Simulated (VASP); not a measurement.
Write the native input for VASP 6.6.1 that does the following.

```
Task                   : relaxation of cell and atoms
Functional             : PBEsol
Potentials or basis    : VASP PAW PBE potentials, release 64 (Ni, Si)
Cutoff                 : 600 eV
k mesh                 : 6 × 6 × 5
Occupations            : fermi-dirac, width 0.05 eV
Spin                   : collinear spin, ferromagnetic start
Starting moments       : [1.0, 1.0, 1.0, 1.0, 0.0, 0.0] μB
Further INCAR settings : ALGO = Normal; EDIFF = 1e-06; ISYM = 1; IBRION = 2; EDIFFG = -0.01; NSW = 60; ISIF = 3
```

The structure of SiNi2 lies in POSCAR:

```
SiNi2
1.0
    3.8360000000      0.0000000000      0.0000000000
   -1.9180000000      3.3220734489      0.0000000000
    0.0000000000      0.0000000000      4.9480000000
Ni Si
4 2
Direct
    0.6666666667      0.3333333333      0.7500000000
    0.3333333333      0.6666666667      0.2500000000
    0.0000000000      0.0000000000      0.5000000000
    0.0000000000      0.0000000000      0.0000000000
    0.6666666667      0.3333333333      0.2500000000
    0.3333333333      0.6666666667      0.7500000000
```

One way to write it, as run:

INCAR

```
SYSTEM = SiNi2
PREC = Accurate
ENCUT = 600
EDIFF = 1E-6
ISMEAR = -1
SIGMA = 0.05
LREAL = .False.
LASPH = .True.
NELM = 150
ALGO = Normal
ISIF = 3
LWAVE = .False.
LCHARG = .False.
ISPIN = 2
MAGMOM = 1 1 1 1 0 0
LORBIT = 11
LMAXMIX = 4
GGA = PS
IBRION = 2
NSW = 60
EDIFFG = -0.01
ISYM = 1
```

KPOINTS

```
regular mesh
0
Gamma
  6 6 5
  0 0 0
```

Potentials or basis: VASP PAW PBE potentials, release 64 (Ni, Si).

The run is started by

```console
$ cat potpaw_PBE.64/Ni/POTCAR potpaw_PBE.64/Si/POTCAR > POTCAR
$ mpirun -np 1 vasp_std > vasp.out
```

It gave:

```json
{
  "Relaxed volume": "10.62 Å³/atom",
  "Relaxed cell": "a = 3.870 Å, b = 3.870 Å, c = 4.914 Å, α = 90.00°, β = 90.00°, γ = 120.00°",
  "Space group after relaxing (to 0.05 Å)": "P6_3/mmc (No. 194)",
  "Energy gained by relaxing": "2.7 meV/atom",
  "Ionic steps": "4",
  "Pressure after relaxing": "0.0 GPa",
  "Band gap on the k mesh": "none (metal or under the smearing width)",
  "Net moment": "0.00 μB per cell",
  "Valence electrons inside the program's atomic spheres": "Ni 9.71, 9.46; Si 1.60"
}
```

Caveat: the PAW data sets were made with another functional, which shifts forces and pressure a little.

Run time: 3.4 min on 1 thread of AMD EPYC 9R45 96-Core Processor (Zen 5), with other jobs on the host, peak memory 0.24 GiB.
